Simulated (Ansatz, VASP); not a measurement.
**PtS2: VASP beside Ansatz**

```xyz
3
Lattice="3.3660 0.0000 0.0000 -1.6830 2.9151 0.0000 0.0000 0.0000 4.9128" Properties=species:S:1:pos:R:3 pbc="T T T"
Pt    0.0000    0.0000    0.0000
S     0.0000    1.9434    1.2282
S     1.6830    0.9717    3.6846
```

Change from the starting cell: strain -0.050 along x and y, -0.025 along z, atoms carried along.

Alike in both runs: task single point; functional LDA; k mesh 12 × 12 × 8; occupations gaussian, width 0.05 eV; no spin polarisation.

|  | VASP | Ansatz |
| --- | --- | --- |
| version | VASP 6.6.1 | Ansatz 0.2.0 |
| potentials or method | VASP PAW LDA potentials, release 64 (Pt, S) | scalar-relativistic, plane waves, PAW |
| plane-wave cutoff (eV) | 520 | 420 |
| valence electrons in the cell | 22 | 30 |

```tsv
	VASP	Ansatz	Ansatz less VASP
gap on the k mesh at the Fermi level (eV)	0.58	0.57	-0.010
least direct gap on the mesh (eV)	0.85	0.83	-0.014
pressure (GPa)	18.9	19.0	+0.05
largest component of the traceless stress (GPa)	8.90	8.96	+0.058
rms of the force components (eV/Å)	0.532	0.533	+0.0015
```

Atom by atom the forces differ by 0.001 eV/Å (rms over components). The two sets of potentials don't hold the same shells in valence.

Caveats: so large a pressure means that the cell lies far from this level's equilibrium, or that cutoff or potentials fall short (VASP); spin-orbit coupling is left out, which moves the levels of the heavy elements; the cell's inner coordinates are idealised or old, which leaves forces on the atoms. A k mesh can miss the band edges.
